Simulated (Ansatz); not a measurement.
Level of theory: DFT PBE, scalar-relativistic, plane waves, PAW (Ansatz 0.2.0). Settings: cutoff 420 eV, Γ-centred meshes spaced at most about 0.3 Å⁻¹, and about 0.25 Å⁻¹ or finer for metals (2π included), Gaussian smearing. No spin polarisation in the final relaxations.

Temperature and zero-point effects are left out.

Compare these two cells of B, each relaxed at this level.

1. Space group Pnnm (No. 58), orthorhombic, a = 2.935 Å, b = 3.293 Å, c = 8.599 Å. Around B on a site of symmetry 1 lie 3 B at 1.72–1.77 Å and 4 B at 1.90–1.93 Å; B on a site of symmetry m has 3 B at 1.72–1.78 Å.

2. Space group C2/c (No. 15), monoclinic, a = 5.348 Å, b = 8.093 Å, c = 4.769 Å, β = 102.6°. B on its first site has 5 B at 1.70–1.79 Å and 1 B at 1.95 Å; B on its second site has 6 B at 1.70–1.89 Å; B on its third site is surrounded by 4 B at 1.70–1.81 Å and 2 B at 1.93–1.95 Å.

Task: Which would you expect to be lower, and how large is the difference?

Result: Cell 2 is lower, by 145 meV/atom. Cell 1 has space group Pnnm (No. 58), 6.9 Å³/atom and no gap on its mesh; cell 2 has space group C2/c (No. 15), 8.4 Å³/atom and no gap. Counting all near atoms (those within 1.25 times the shortest such distance or 1.15 times the sum of covalent radii; a plus sign parts nearer from farther groups; a slash parts the counts of unlike sites), cell 1 has B 3+1/7 and cell 2 has B 6. The lower one is the more open, so pressure narrows the difference. Both come from invented guesses. A third cell relaxed alike, in C2/m, lies 150 meV/atom below the lower of the two. The part of the Crystallography Open Database at hand lists B in space groups No. 58, 134, 166; sharing a group (Pnnm and R-3m) doesn't make a cell the listed structure.

Cells relaxed within their symmetry can be saddle points.
